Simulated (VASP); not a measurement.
Set up this calculation in VASP 6.6.1, as the native input.

* Task: relaxation of cell and atoms
* Functional: r2SCAN
* Dispersion: rVV10
* Potentials or basis: VASP PAW PBE potentials, release 64 (Pt)
* Cutoff: 600 eV
* k mesh: 18 × 18 × 18
* Occupations: gaussian, width 0.1 eV
* Spin: no spin polarisation
* Further INCAR settings: ALGO = Normal; EDIFF = 1e-07; IBRION = 2; EDIFFG = -0.005; NSW = 90; ISIF = 3

The structure of Pt lies in POSCAR:

```
Pt
1.0
   -1.5570610900      1.5570610900      1.5570610900
    1.5570610900     -1.5570610900      1.5570610900
    1.5570610900      1.5570610900     -1.5570610900
Pt
1
Direct
    0.0000000000      0.0000000000      0.0000000000
```

This isn't the form of Pt at room conditions, which is fcc.

These files were run (other wordings do the same):

INCAR

```
SYSTEM = Pt
  PREC = Accurate
  ENCUT = 600
  EDIFF = 1E-7
  ISMEAR = 0
  SIGMA = 0.1
  LREAL = .False.
  LASPH = .True.
  NELM = 60
  ALGO = Normal
  ISIF = 3
  LWAVE = .False.
  LCHARG = .False.
  METAGGA = R2SCAN
  LMIXTAU = .True.
  LUSE_VDW = .True.
  IVDW_NL = 2
  BPARAM = 11.95
  CPARAM = 0.0093
  IBRION = 2
  NSW = 90
  EDIFFG = -0.005
```

KPOINTS

```
Automatic mesh
0
Gamma
  18 18 18
  0 0 0
```

Potentials or basis: VASP PAW PBE potentials, release 64 (Pt).

Launch:

```console
$ cat potpaw_PBE.64/Pt/POTCAR > POTCAR
$ mpirun -np 1 vasp_std > vasp.out
```

Results of the run:

```
Relaxed volume                         : 15.39 Å³/atom
Relaxed cell                           : a = 2.714 Å, b = 2.714 Å, c = 2.714 Å, α = 109.47°, β = 109.47°, γ = 109.47°
Space group after relaxing (to 0.05 Å) : Im-3m (No. 229)
Energy gained by relaxing              : 4.9 meV/atom
Ionic steps                            : 4
Pressure after relaxing                : 0.0 GPa
Band gap on the k mesh                 : none (metal or under the smearing width)
```

Caveat: the PAW data sets were made with another functional, which shifts forces and pressure a little.

Run time: 8.6 min on 1 thread of Intel(R) Xeon(R) Platinum 8175M CPU @ 2.50GHz (Skylake/Cascade Lake), on a shared host, peak memory 0.26 GiB.
